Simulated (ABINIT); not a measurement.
# AlAs (F-43m): G0W0 in ABINIT against the exchange cutoff, part 2 of 2

How does the gap of AlAs (F-43m) converge in the exchange cutoff?

ABINIT 10.8.3; PBE and many-body steps on it, plane waves. Known limits of the many-body steps: not at the basis limit; exchange with frozen shells missing; no spin-orbit coupling; coarse k mesh.

So far. Step 2 (Screening, 4×4×4 mesh, 82 bands, screening to 163.3 eV): Local fields lower ε∞ by 11 %. On a Γ-centred mesh this coarse the value itself is usually too large, while a short band sum pulls it down.

## Step 5: 15.2 Ha

Level of this step: G0W0 on PBE, plane waves, norm-conserving pseudopotentials (ABINIT).

The self-energy is evaluated for the states that the input lists, and the levels follow from it, in one-shot runs by the linearised quasiparticle equation.

Input file run.abi:

```
acell 3*1.0 Angstrom
rprim 
  -0.000000000000 2.830400000000 2.830400000000
  2.830400000000 0.000000000000 2.830400000000
  2.830400000000 2.830400000000 0.000000000000
ntypat 2
znucl 13 33
natom 2
typat 1 2
xred 
  0.000000000000 0.000000000000 0.000000000000
  0.250000000000 0.250000000000 0.250000000000
pp_dirpath "pseudos"
pseudos "Al.upf, As.upf"
ecut 38
ngkpt 4 4 4
nshiftk 1
shiftk 0 0 0
kptopt 1
chksymbreak 0
istwfk *1
occopt 1
irdwfk 1
optdriver 4
nband 82
gwcalctyp 0
ecutsigx 15.2
symsigma 1
nkptgw 2
kptgw 
  0.0000000000 0.0000000000 0.0000000000
  0.5000000000 0.5000000000 0.0000000000
bdgw 
  7 13
  8 11
ecuteps 6
irdscr 1
ppmodel 1
indata_prefix "in"
outdata_prefix "out"
tmpdata_prefix "tmp"
```

Started as:

```bash
OMP_NUM_THREADS=1 mpirun -n 8 abinit run.abi > log
```

The log of the run:

```text
.Version 10.8.3 of ABINIT. v10.8.2 released Aug 2026.

 Symmetries : space group F-4 3 m (#216); Bravais cF (face-center cubic)
[... echo of the input left out ...]
== DATASET  1 ==================================================================
-   mpi_nproc: 8, omp_nthreads: 1 (-1 if OMP is not activated)

--- !DatasetInfo
iteration_state: {dtset: 1, }
dimensions: {natom: 2, nkpt: 8, mband: 82, nsppol: 1, nspinor: 1, nspden: 1, mpw: 3479, }
cutoff_energies: {ecut:  38.0, pawecutdg:  -1.0, }
[...]
Band     E0 <VxcDFT>   SigX SigC(E0)      Z dSigC/dE  Sig(E)    E-E0       E
[...]
10   5.009  -8.299  -4.557  -3.705   0.801  -0.248  -8.270   0.029   5.038
       11   5.873  -8.962  -5.036  -3.721   0.798  -0.253  -8.798   0.164   6.038

== END DATASET(S) ==============================================================
================================================================================

 -outvars: echo values of variables after computation  --------
           etotal      0.0000000000E+00
            nband          82
             nkpt           8
          spgroup         216
 [... the other variables as echoed above ...]

 Calculation completed.
```

Elapsed: 3.2 s, on 8 MPI ranks of AMD EPYC 9R45, shared host; peak memory 1.2 GiB; 24 s of CPU time.

This step gave:

```yaml
g0w0_gap_on_the_points_computed: 2.397 eV
starting_gap_on_the_mesh: 1.436 eV
k_of_the_valence_top: 0, 0, 0
k_of_the_conduction_bottom: 0.5, 0.5, 0
least_direct_g0w0_gap_on_the_computed_points: 3.063 eV
```

The gap on the mesh goes from 1.44 eV to 2.40 eV, a correction of +0.96 eV.

## Step 6: 26.6 Ha

run.abi, as its differences from that of step 5:

```diff
@@ -26,3 +26,3 @@
 gwcalctyp 0
-ecutsigx 15.2
+ecutsigx 26.6
 symsigma 1
```

The log of the run:

```text
.Version 10.8.3 of ABINIT. v10.8.2 released Aug 2026.

 Symmetries : space group F-4 3 m (#216); Bravais cF (face-center cubic)
[... echo of the input left out ...]
== DATASET  1 ==================================================================
-   mpi_nproc: 8, omp_nthreads: 1 (-1 if OMP is not activated)

--- !DatasetInfo
iteration_state: {dtset: 1, }
dimensions: {natom: 2, nkpt: 8, mband: 82, nsppol: 1, nspinor: 1, nspden: 1, mpw: 3479, }
cutoff_energies: {ecut:  38.0, pawecutdg:  -1.0, }
[...]
Band     E0 <VxcDFT>   SigX SigC(E0)      Z dSigC/dE  Sig(E)    E-E0       E
[...]
10   5.009  -8.299  -4.574  -3.705   0.801  -0.248  -8.283   0.016   5.025
       11   5.873  -8.962  -5.063  -3.721   0.798  -0.253  -8.820   0.143   6.016

== END DATASET(S) ==============================================================
================================================================================

 -outvars: echo values of variables after computation  --------
           etotal      0.0000000000E+00
            nband          82
             nkpt           8
          spgroup         216
 [... the other variables as echoed above ...]

 Calculation completed.
```

It took 3.3 s on 8 MPI ranks; peak memory 1.2 GiB; 25 s of CPU time.

This step gave:

| Property | Result |
| --- | --- |
| G0W0 gap on the points computed | 2.409 eV |
| starting gap on the mesh | 1.436 eV |
| k of the valence top | 0, 0, 0 |
| k of the conduction bottom | 0.5, 0.5, 0 |
| least direct G0W0 gap on the computed points | 3.080 eV |

Against the run before, the gap moves by +0.012 eV.

## Step 7: 38 Ha

run.abi, as its differences from that of step 6:

```diff
@@ -26,3 +26,3 @@
 gwcalctyp 0
-ecutsigx 26.6
+ecutsigx 38
 symsigma 1
```

The log of the run:

```text
.Version 10.8.3 of ABINIT. v10.8.2 released Aug 2026.

 Symmetries : space group F-4 3 m (#216); Bravais cF (face-center cubic)
[... echo of the input left out ...]
== DATASET  1 ==================================================================
-   mpi_nproc: 8, omp_nthreads: 1 (-1 if OMP is not activated)

--- !DatasetInfo
iteration_state: {dtset: 1, }
dimensions: {natom: 2, nkpt: 8, mband: 82, nsppol: 1, nspinor: 1, nspden: 1, mpw: 3479, }
cutoff_energies: {ecut:  38.0, pawecutdg:  -1.0, }
[...]
Band     E0 <VxcDFT>   SigX SigC(E0)      Z dSigC/dE  Sig(E)    E-E0       E
[...]
10   5.009  -8.299  -4.581  -3.705   0.801  -0.248  -8.289   0.010   5.019
       11   5.873  -8.962  -5.073  -3.721   0.798  -0.253  -8.828   0.134   6.008

== END DATASET(S) ==============================================================
================================================================================

 -outvars: echo values of variables after computation  --------
           etotal      0.0000000000E+00
            nband          82
             nkpt           8
          spgroup         216
 [... the other variables as echoed above ...]

 Calculation completed.
```

The job ended after 3.3 s (8 MPI ranks; peak memory 1.3 GiB).

This step gave:

- G0W0 gap on the points computed: 2.404 eV
- starting gap on the mesh: 1.436 eV
- k of the valence top: 0, 0, 0
- k of the conduction bottom: 0.5, 0.5, 0
- least direct G0W0 gap on the computed points: 3.079 eV

Against the run before, the gap moves by −0.005 eV.

## Step 8: The runs together

Times are wall times on 8 MPI ranks of AMD EPYC 9R45, shared host, good to a factor of about two. A run's time includes the screening step that it read.

| run | mesh | bands | screening cutoff (eV) | DFT gap (eV) | gap on the mesh (eV) | direct (eV) | ε∞ used | time |
| --- | --- | --- | --- | --- | --- | --- | --- | --- |
| 3.8 Ha | 4×4×4 | 82 | 163.3 | 1.436 | 2.141 | 3.515 | 14.25 | 7.7 s |
| 7.6 Ha | 4×4×4 | 82 | 163.3 | 1.436 | 2.325 | 3.153 | 14.25 | 8.4 s |
| 15.2 Ha | 4×4×4 | 82 | 163.3 | 1.436 | 2.397 | 3.063 | 14.25 | 8.4 s |
| 26.6 Ha | 4×4×4 | 82 | 163.3 | 1.436 | 2.409 | 3.080 | 14.25 | 8.6 s |
| 38 Ha | 4×4×4 | 82 | 163.3 | 1.436 | 2.404 | 3.079 | 14.25 | 8.6 s |

## Step 9: Summary of results

```yaml
3p8_ha: 2.141 eV
7p6_ha: 2.325 eV
15p2_ha: 2.397 eV
26p6_ha: 2.409 eV
38_ha: 2.404 eV
known_limits: not at the basis limit; exchange with frozen shells missing; no spin-orbit coupling; coarse k mesh
```

What this shows: The setting moved: exchange cutoff. From 3.8 Ha to 38 Ha the gap moves by +0.26 eV. It holds to 0.03 eV from 15.2 Ha on. Bands and screening cutoff are coupled, so a series along one setting does not show full convergence. Below the screening cutoff the correlation part is cut too. Bands and cutoff are finite, so the gap is not at the basis limit. The miss can reach some tenths of an eV and take either sign; the mesh is an error of its own. In the G0W0 runs levels were corrected at 2 k points alone, so a gap called «on the mesh» is the least over those, and an edge elsewhere would be missed. The 4×4×4 mesh is coarse for this cell, which bears on the long-range parts of exchange and screening. The norm-conserving file of at least one element keeps a d shell over frozen s and p shells of the same row. Exchange with those shells is missing from the self-energy, an error of 0.3 to 0.9 eV in cases checked, whose sign depends on which edge lies on those atoms. The many-body steps are scalar-relativistic: spin-orbit coupling is not in them.

[Paths, hosts, dates, memory and timing lines, banners, echoed tables and standing remarks are left out of the program output.]

[Logs are printed without paths, hosts, clocks, repeated set-up lines and the standing remarks that a program may print on its own settings, such as how far it seeks lower states.]

[Runs of the session that timed out or met a known fault of the program may be left out.]

[Hosts, paths, dates, database ids (printed as entryN), source tags and the programs' standing remarks are cut or masked in the printed files.]

[G0W0 gaps are taken among the corrected bands and points alone; a level outside them can change the order at an edge.]

[Where Ansatz stands beside ABINIT at settings called matched, ABINIT's density can come from a denser mesh and the files from another edition; pairs whose starting gaps differed by over 0.03 eV were left out, so agreement reads better than it is.]
